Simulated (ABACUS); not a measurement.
Crystal: Ti.

```
CELL_PARAMETERS angstrom
-1.64100 1.64100 1.64100
1.64100 -1.64100 1.64100
1.64100 1.64100 -1.64100
ATOMIC_POSITIONS crystal
Ti 0.00000 0.00000 0.00000
```

This isn't the form of Ti at room conditions, which is hcp.

Base run:

```yaml
Program: ABACUS 3.10.1
Functional: rPW86PBE
Potentials_or_basis: SSSP 1.3 efficiency PBE
Cutoff: 748 eV
Density_cutoff: 5987 eV
Basis: plane waves
k_mesh: 9 × 9 × 9
Occupations: fermi-dirac, width 0.05 eV
Spin: no spin polarisation
```

Its results: band gap on the k mesh none (metal or under the smearing width); pressure -0.3 GPa.

Question: The run is repeated on the same cell with these changes: functional from rPW86PBE to HCTH407; potentials or basis from SSSP 1.3 efficiency PBE to GBRV ultrasoft 1.5 PBE; cutoff from 748 eV to 544 eV; density cutoff from 5987 eV to 4354 eV. What comes out?

Answer: Band gap on the k mesh none (metal or under the smearing width); pressure -3.1 GPa.

Caveats: the potentials were made for another functional, which shifts forces and pressure.
